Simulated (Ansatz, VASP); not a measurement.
**GaSb in two plane-wave programs**

One calculation is typed for both programs; each brings its own data sets. How far apart do they land? The cell is taken from a series of runs on this material, whose earlier steps may have relaxed, scaled, displaced or heated it; both programs get it as it stands.

Main program and level: Ansatz 0.2.0; plane waves, with VASP 6.6.1 beside it; zone-centre phonons at PBEsol.

**1. The structure**

Symmetry: Imm2, No. 44, orthorhombic system. Conventional cell: a = 4.235 Å, b = 4.325 Å, c = 6.165 Å, α = 90.00°, β = 90.00°, γ = 90.00°. Nearest to Ga lie 4 Sb at 2.63 to 2.64 Å. Nearest to Sb lie 4 Ga at 2.63 to 2.64 Å. Farther neighbours are not listed.

**2. Ansatz: zone-centre phonons, PBEsol**

Ansatz runs on its PAW soft_1 files.

Second derivatives magnify differences that forces hide, and they need a tight electronic threshold.

Contents of input.yaml:

```yaml
crystal:
  lattice:
    - [-0.0317585324, 3.0264114918, 3.082327028]
    - [3.0264114918, -0.0317585324, 3.082327028]
    - [2.9946529594, 2.9946529594, 0.0]
  atoms:
    - { symbol: Ga, position: [0.0015776742, 0.0015776742, -0.0015776742] }
    - { symbol: Sb, position: [0.7484223258, 0.7484223258, 0.7515776742] }
kpoints:
  mp_grid: { grid: [12, 12, 12] }
hamiltonian:
  xc: pbesol
  pseudopotentials: { kind: paw, azcp: { folder: soft_1 }, xc_functional: pbe }
scf:
  occupations: { method: methfessel_paxton, width: 0.2 }
output:
  eigenvalues: true
phonons:
  method: dfpt
```

The run is started by

```bash
> ansatz run input.yaml --threads 4 --pin off --max-ram 10240MiB --backend cpu --events-out ev --progress --plain --runs-dir out
```

Numbers of over 12 decimals in the logs are rounded to 6 here.

Log:

```text
zone centre: on kpoints.mp_grid the ground state, and the responses unless they are solved on pairs of k-points, stand on 476 of the mesh's 1728 k-points, reduced under 2 symmetry operations, with k and −k counted as one. Each operation leaves every solved displacement unchanged or reverses it
Engine: ansatz 0.2.0, aarch64-unknown-linux-gnu
Pseudopotentials: kind: paw
Pseudopotential: Ga, paw, valence charge 13, recommended cutoff 420 eV (normal), soft_1/Ga.paw.azcp
Pseudopotential: Sb, paw, valence charge 15, recommended cutoff 420 eV (normal), soft_1/Sb.paw.azcp
Functional definition: PBEsol
  exchange = pbesol_x
  correlation = pbesol_c
Crystal: 2 atoms, lattice volume = 56.457 Å³
Basis set: ecut = 420 eV, 1107 PW (Γ), exchange–correlation on 60×60×60 points (8 copies of the dense FFT grid, shifted against one another)
Bands: 18, of which v1, the nominal top of the filled ones, is band 14 counted from 1 (13 counted from 0)
Symmetry: 4 space group operations
k-points: 476 of 1728 (irreducible under 2 space group operations, time reversal used)
Non-local potential: Ga, projectors of the file, l = 0: 2, l = 1: 2, l = 2: 3, l = 3: 1
Non-local potential: Sb, projectors of the file, l = 0: 2, l = 1: 2, l = 2: 2, l = 3: 1
PAW form: soft (Blöchl's): semilocal exchange-correlation on the pseudo side does not see the compensation charge
PAW frozen core: Ga, regenerated for the run's functional, and the local potential with it (the file was generated under x = pbe(κ = 0.804, μ = 0.219515), c = pbe(β = 0.066725))
PAW frozen core: Sb, regenerated for the run's functional, and the local potential with it (the file was generated under x = pbe(κ = 0.804, μ = 0.219515), c = pbe(β = 0.066725))
PAW one-centre angular grid: Ga, 590 points (default); XC on 64 Gauss nodes
PAW one-centre angular grid: Sb, 590 points (default); XC on 64 Gauss nodes
Initial density: superposition of atomic densities (chi_scale 0.1, normalization cell, long waves kept (reshape's long-wave potential 0.00 eV rms))
Initial wavefunctions: pseudopotential atomic-orbital guess
Functional: x = pbesol(κ = 0.804, μ = 0.123457), c = pbesol(β = 0.046)
SCF iter   1: F=—  HF=-10151.695526 eV  |F-HF|=—  |Δ(HF+E_count)|=         —  Δρ=3.20e-2  dr2=4.13e-1  ethr=3.10e-3  ⟨swp⟩=5.6  Hψ=44232  notcnv=0
preconditioner: auto → Kerker (q_TF=auto, 2.427 Å⁻¹)  [metal: Δε(μ)=0.098 eV  Ē_g=14.773 eV  σ=0.200 eV  W_gap=0.40  n_scr=14 (ndim 8)  ℏωp=21.0 eV  f_vac=0.006  D(μ)=0.03/eV (n_scr^D=0)]
SCF iter   2: F=—  HF=-10151.651309 eV  |F-HF|=—  |Δ(HF+E_count)|=   4.42e-2  S|Δr|=    0.00e0  Δρ=2.00e-2  dr2=1.92e-1  ethr=1.48e-3  ⟨swp⟩=1.0  Hψ=12379  notcnv=0
SCF iter   3: F=—  HF=-10151.609137 eV  |F-HF|=—  |Δ(HF+E_count)|=   4.22e-2  S|Δr|=    0.00e0  Δρ=3.24e-3  dr2=1.38e-2  ethr=6.84e-4  ⟨swp⟩=1.6  Hψ=10644  notcnv=0
SCF iter   4: F=—  HF=-10151.609913 eV  |F-HF|=—  |Δ(HF+E_count)|=   7.75e-4  S|Δr|=    0.00e0  Δρ=1.31e-3  dr2=2.11e-3  ethr=4.93e-5  ⟨swp⟩=2.3  Hψ=12775  notcnv=0
SCF iter   5: F=—  HF=-10151.611058 eV  |F-HF|=—  |Δ(HF+E_count)|=   1.15e-3  S|Δr|=    0.00e0  Δρ=1.19e-3  dr2=5.58e-4  ethr=7.53e-6  ⟨swp⟩=2.0  Hψ=12853  notcnv=0
SCF iter   6: F=—  HF=-10151.610490 eV  |F-HF|=—  |Δ(HF+E_count)|=   5.68e-4  S|Δr|=    0.00e0  Δρ=2.74e-4  dr2=2.26e-5  ethr=1.99e-6  ⟨swp⟩=2.0  Hψ=12853  notcnv=0
SCF iter   7: F=—  HF=-10151.610560 eV  |F-HF|=—  |Δ(HF+E_count)|=   7.00e-5  S|Δr|=    0.00e0  Δρ=6.53e-5  dr2=1.87e-6  ethr=8.08e-8  ⟨swp⟩=2.0  Hψ=12860  notcnv=0
SCF iter   8: F=—  HF=-10151.610562 eV  |F-HF|=—  |Δ(HF+E_count)|=   2.43e-6  S|Δr|=    0.00e0  Δρ=1.49e-5  dr2=1.38e-7  ethr=6.66e-9  ⟨swp⟩=2.0  Hψ=12839  notcnv=0
SCF iter   9: F=—  HF=-10151.610563 eV  |F-HF|=—  |Δ(HF+E_count)|=   2.48e-7  S|Δr|=    0.00e0  Δρ=6.03e-6  dr2=3.29e-8  ethr=4.93e-10  ⟨swp⟩=2.0  Hψ=15170  notcnv=0
SCF iter  10: F=—  HF=-10151.610563 eV  |F-HF|=—  |Δ(HF+E_count)|=   4.25e-8  S|Δr|=    0.00e0  Δρ=2.53e-6  dr2=6.38e-9  ethr=1.17e-10  ⟨swp⟩=2.0  Hψ=10515  notcnv=0
SCF iter  11: F=—  HF=-10151.610563 eV  |F-HF|=—  |Δ(HF+E_count)|=   3.74e-9  S|Δr|=    0.00e0  Δρ=9.33e-7  dr2=9.72e-10  ethr=2.28e-11  ⟨swp⟩=2.0  Hψ=10164  notcnv=0
SCF iter  12: F=—  HF=-10151.610563 eV  |F-HF|=—  |Δ(HF+E_count)|=  9.19e-10  S|Δr|=    0.00e0  Δρ=1.74e-7  dr2=1.69e-11  ethr=3.47e-12  ⟨swp⟩=2.0  Hψ=10480  notcnv=0
SCF iter  13: F=-10151.610563 eV  HF=-10151.610563 eV  |F-HF|=7.28e-12  |Δ(HF+E_count)|=  1.46e-11  S|Δr|=    0.00e0  Δρ=5.75e-8  dr2=2.85e-12  ethr=1.00e-12  ⟨swp⟩=6.0  Hψ=38561  notcnv=0
SCF 1 converged in 13 iterations: F = -10151.610563 eV  dr2 = 2.85e-12
  greatest PAW one-centre occupation: 0.996 electrons in one spin orbital (limit 2), on the Sb atom at site 1 (counted from 0), in its partial waves of l = 2
DFPT response loops at Γ: preconditioner auto → Kerker (q_TF=auto, 2.427 Å⁻¹) (partly filled bands, converged f_vac=0.073); β = 1.00, the filter's whole step (`scf.mixing.beta` (0.50) is not read by the response loops under this deck's `scf.mixing.preconditioner`; to damp them name `kerker` or `kerker_dos`, under which they read `scf.mixing.beta`, and type it under 1.00, their step now; both keys bind the ground state too); Broyden in place of MSR1
SCF converged after 13 iterations
Stability not checked: this state was not tested for a lower state beside it, because cold or Methfessel-Paxton smearing, or corrected tetrahedra, fill the levels in a way that the test cannot read (fill_not_monotonic; see scf.lower_state_search)
Free energy (F): -10151.610563 eV
Harris-Foulkes:  -10151.610563 eV  (|F-HF|=7.28e-12)
Internal energy: -10151.610986 eV  (E = F + TS)
E sigma→0 (E₀):  -10151.610668 eV
Entropy (-TS):   0.000423 eV (0.212 meV/atom)
Fermi energy:    7.969392 eV
Step filling:    the computed levels leave a gap of 0.0462 eV = 0.2 smearing widths at the electron count; against every level under it full and every level over it empty, smearing changes F+E_penalty+E_count by +0.122 meV and its σ→0 estimate by +0.017 meV
--- Per-component energies (eV) ---
  E_band       = -257.063885
  E_kinetic    = 276.046035
  E_local      = -3362.584803  (includes V_loc(G=0)·N_el)
  E_nonlocal   = 299.804201
  E_hartree    = 1721.044992
  E_xc         = -160.511547
  E_vxc        = -146.252388  (∫ρ·V_xc dr)
  E_paw        = -6420.884731  (= ΣΔE_a)
  E_vpaw       = -766.166816  (= ΣTr[D̂ρ^β])
  E_aug_tail   = -0.000074  (compensation charges beyond the density's cutoff)
  E_ewald      = -2505.719892
  E_core_change = 1.194834  (= ΣΔE_core)
  E_smearing   = 0.000423  (= −TS)
  E_closure    = 0.000000  (closes the sum)
  Σ components = -10151.610563   (vs F -10151.610563, Δ=0.00e0)
--- Band table (eV; the first three rows and the last of 476) ---
  k-point 0: bands = [... 10 lower, -3.7398, 7.7682, 7.8081, 7.9432, 7.9894, 10.5240, 10.6768, 10.7027]
  k-point 1: bands = [... 10 lower, -3.6655, 6.6045, 7.6844, 7.7210, 8.7520, 10.7031, 10.8186, 10.9899]
  k-point 2: bands = [... 10 lower, -3.4469, 5.1939, 7.4074, 7.4142, 8.8115, 11.1011, 11.1863, 11.8857]
  k-point 475: bands = [... 10 lower, -1.2831, 0.9305, 5.1946, 5.4260, 8.7269, 9.1475, 16.5873, 16.6895]
--- Phonons (Γ-DFPT): 4 representative perturbations + reference, on 476 of 1728 k-points (Σ response iterations 12) ---
  k mesh reduced under 2 symmetry operations, with k and −k counted as one. Each operation leaves every solved displacement unchanged or reverses it
  ASR residual: 1.532e-5 → 0.000e0 eV/Å²; symmetrization residual: 2.782e-6 eV/Å²
  ASR residual per site (eV/Å²): 9.52e-6 1.53e-5
  Γ frequencies (cm⁻¹): 0.00 0.00 0.00 221.23 223.53 223.55
  non-analytic LO–TO correction: not included (Born effective charges unavailable; polar crystals: no LO–TO splitting at Γ)
```

[end of part 1 of 2]

[Lines on the potential files, build, host, timing and source positions are cut from VASP's logs without a mark.]

[Logs are printed without paths, hosts, clocks, repeated set-up lines and the standing remarks that a program may print on its own settings, such as how far it seeks lower states.]

[Hosts, paths, dates, database ids (printed as entryN), source tags and the programs' standing remarks are cut or masked in the printed files.]
